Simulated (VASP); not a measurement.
Here is a VASP 6.6.1 calculation.

File INCAR:

```
SYSTEM = CdSe
ALGO = Fast
EDIFF = 1E-7
EDIFFG = -0.01
ENCUT = 600
GGA = PE
IBRION = 2
ISIF = 4
ISMEAR = 0
IVDW = 12
LASPH = .True.
LCHARG = .False.
LREAL = .False.
LWAVE = .False.
NELM = 80
NSW = 40
PREC = Accurate
SIGMA = 0.03
```

The input KPOINTS:

```
k-points
0
Gamma
  9 9 4
  0 0 0
```

File POSCAR:

```
CdSe                                    
1.0
    4.2396679981      0.0000000000      0.0000000000
   -2.1198339990      3.6716601900      0.0000000000
    0.0000000000      0.0000000000      6.9345260177
  Cd              Se            
     2     2
Direct
     0.3333333332999970    0.6666666667000030    0.0049753195880424
     0.6666666667000030    0.3333333332999970    0.5049753195880424
     0.3333333332999970    0.6666666667000030    0.3800246804119556
     0.6666666667000030    0.3333333332999970    0.8800246804119556
```

Potentials or basis: VASP PAW PBE potentials, release 64 (Cd, Se).

The run is started by

```bash
$ cat potpaw_PBE.64/Cd/POTCAR potpaw_PBE.64/Se/POTCAR > POTCAR
$ mpirun -np 1 vasp_std > vasp.out
```

Problem. Predict the band gap on the k mesh.

Solution. 0.75 eV, direct.

Problem. What does it give for the dispersion energy per atom?

Solution. -0.334 eV.

Final structure:
```
Cd Se
1.0
     4.23967    0.00000    0.00000
    -2.11983    3.67166    0.00000
     0.00000    0.00000    6.93453
Cd Se
2 2
Direct
  0.33333 0.66667 0.00498
  0.66667 0.33333 0.50498
  0.33333 0.66667 0.38002
  0.66667 0.33333 0.88002
```

Caveat: the relaxation stopped at its first step, so nothing moved.
